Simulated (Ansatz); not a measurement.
## Ytterbium (bcc) across density functionals

All rows: Ansatz, plane waves with scalar-relativistic PAW, 420 eV (500 eV for the SCAN forms), relaxed under each functional, no dispersion correction, no zero-point motion. B₀ comes from uniform scaling at fixed shape; a dash is a value not given.

```
functional  V (Å³/atom)         cell  B₀ (GPa)     magnetic state  ΔE to fcc (meV/atom)
       PBE        34.67  a = 4.108 Å        20  spin not included                    -2
    r²SCAN        33.89  a = 4.077 Å        22  spin not included                   -16
    PBEsol        31.79  a = 3.991 Å        24  spin not included                   -14
       LDA        29.27  a = 3.883 Å        27  spin not included                   -21
    revPBE        36.88  a = 4.194 Å        18  spin not included                     5
      BLYP        36.36  a = 4.174 Å        18  spin not included                     3
```

(1) What does RPBE give?

Semilocal functionals delocalise ytterbium's f shell and shrink the cell.

Results:

(1) V (Å³/atom): 37.74; cell: a = 4.226 Å; magnetic state: spin not included; ΔE to fcc (meV/atom): 8.
